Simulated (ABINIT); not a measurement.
Runs of ABINIT 10.8.3 (patched build) on Ag. Symmetry: Fm-3m, No. 225, cubic system. Conventional cell: a = 4.085 Å, b = 4.085 Å, c = 4.085 Å, α = 90.00°, β = 90.00°, γ = 90.00°. Ag (site symmetry m-3m) has 12 Ag at 2.89 Å as nearest neighbours. 

```tsv
task	level	potentials or basis	k mesh	smearing	bands in the sums	broadening (eV)	scissor shift (eV)	tensor components	gap on the mesh (eV)	pressure (GPa)
optical spectrum	LDA	PseudoDojo NC SR LDA v0.4.1 standard	12 × 12 × 12, with 4 shifts	fermi-dirac 0.2 eV	18	0.15	0	[11]	-	-7.6
single point	PBE	PseudoDojo NC SR PBE v0.4.1 standard	8 × 8 × 8	fermi-dirac 0.05 eV	-	-	-	-	none	4.9
single point	LDA	PseudoDojo NC SR LDA v0.4.1 standard	8 × 8 × 8	fermi-dirac 0.05 eV	-	-	-	-	none	(a)
optical spectrum	PBE	PseudoDojo NC SR PBE v0.4.1 standard	12 × 12 × 12, with 4 shifts	methfessel-paxton 0.1 eV	22	0.1	0	[11]	-	4.3
```

Alike in all rows: no spin polarisation; cell as given; cutoff (eV) 1088.

Task: Fill in the values left out.

Result: (a) -7.1.

Caveats: the intraband (Drude) term is left out (some runs); spectra need much finer meshes, so this one isn't converged (some runs); independent-particle spectra lack excitons (some runs).

A k mesh can miss the band edges, and the runs leave out spin-orbit coupling on Ag.

A gap of «none» marks a metal or a gap under the smearing width.
